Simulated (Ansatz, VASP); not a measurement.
# La: VASP beside Ansatz

```
La
1.0
     3.18415    0.00000    0.00000
    -1.59208    2.75756    0.00000
     0.00000    0.00000    5.35854
La
2
Direct
  0.33333 0.66667 0.25000
  0.66667 0.33333 0.75000
```

Alike in both runs: functional PBEsol; k mesh 14 × 14 × 8; occupations fermi-dirac, width 0.08 eV; no spin polarisation.

Ansatz relaxed the structure, and its values are those at the end. VASP's run is a single point on that final structure, the one shown.

```csv
,VASP,Ansatz
version,VASP 6.6.1,Ansatz 0.2.0
potentials or method,"VASP PAW PBE potentials, release 64 (La), cutoff 520 eV","all-electron LAPW, scalar-relativistic"
```

```csv
,VASP,Ansatz,Ansatz less VASP
pressure (GPa),17.3,17.0,-0.27
```

Ansatz ran all-electron here, so the differences hold the error of VASP's frozen core and of both bases.

Caveats: so large a pressure means that the cell lies far from this level's equilibrium, or that cutoff or potentials fall short (VASP); the potentials were made for another functional, which shifts forces and pressure (VASP). The runs have no spin-orbit coupling, so splittings on La are missing.
